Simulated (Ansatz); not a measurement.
**NaF (Fm-3m) under pressure**

```
Na F
1.0
     2.29707    2.29707    0.00000
    -2.29707    2.29707    0.00000
     0.00000    2.29707    2.29707
Na F
1 1
Direct
  0.00000 0.00000 0.00000
  0.50000 0.50000 0.00000
```

This is the zero-pressure cell under r²SCAN. Cell and atoms are relaxed by PAW (default files of Ansatz 0.2.0, cutoff 500 eV, stress met within about 0.05 GPa) at each pressure, in this structure whether or not another phase would take over; P is the pressure reached, less that of this cell. Levels come from r²SCAN, PAW on Ansatz 0.2.0's default frozen-core files (fitted under PBE), scalar-relativistic; k mesh 8×8×8, fixed occupations, cutoff 500 eV. Conduction levels are in eV over the valence top (at Γ), at fixed fractional wave vectors. Zone-centre phonons come from finite displacements by PAW, without the LO-TO term.

```csv
P (GPa),V/V₀,Γ,L,T1u TO (cm⁻¹)
-2.03,1.0418,7.051,11.525,238.0
0.00,1.0000,7.282,11.791,262.6
2.01,0.9665,7.484,12.018,283.5
3.99,0.9387,7.664,12.215,301.9
7.03,0.9032,7.912,12.481,326.8
10.04,?,?,?,?
15.04,0.8345,8.461,13.046,380.4
```

Task: Fit the third-order Birch-Murnaghan equation to the rows shown.

Result: With f = [(V₀/V)^(2/3) − 1]/2, the normalised pressure F = P/[3f(1 + 2f)^(5/2)] is 53.7 GPa at f = -0.0135, 55.1 GPa at f = 0.0115, 55.6 GPa at f = 0.0215, 56.3 GPa at f = 0.0351, 57.9 GPa at f = 0.0641. The line F = B₀[1 + (3/2)(B′ − 4)f] gives B₀ = 54.4 GPa and B′ = 4.7.

Task: What are the volume deformation potentials and pressure coefficients of these levels at zero pressure?

Result: 

```
level  dE/dlnV (eV)  dE/dP = −(dE/dlnV)/B₀ (meV/GPa)  mean slope up to 2.0 GPa (meV/GPa)
    Γ         -5.80                            106.5                               100.5
    L         -6.58                            120.8                               112.8
```

dE/dlnV is the slope of a cubic fit in ln V at V₀. The last column is read from two rows and shows how the slope bends with pressure. A level that another band crosses inside the range is left out of the tables.

Task: What mode Grüneisen parameters follow?

Result: γ = −d ln ω/d ln V at V₀ from a quadratic fit in ln V: T1u 2.31.

Task: What belongs in the row at 10.04 GPa?

Result: The fits give V/V₀ = 0.8741 and Γ = 8.133 eV. Computed: V/V₀ = 0.8741, Γ = 8.133, L = 12.712, T1u TO (cm⁻¹) = 348.6.

Limits of these numbers: no other phase was computed; many crystals of this kind change structure within this range, and rows or crossings beyond such a change describe a metastable lattice; frozen-core PAW files fitted under PBE, their cores solved anew for the functional of the run; semilocal gaps are low, and the spacing of valleys can be off by tenths of an eV; levels are read at fixed fractional k, so an edge that moves off these points is missed.
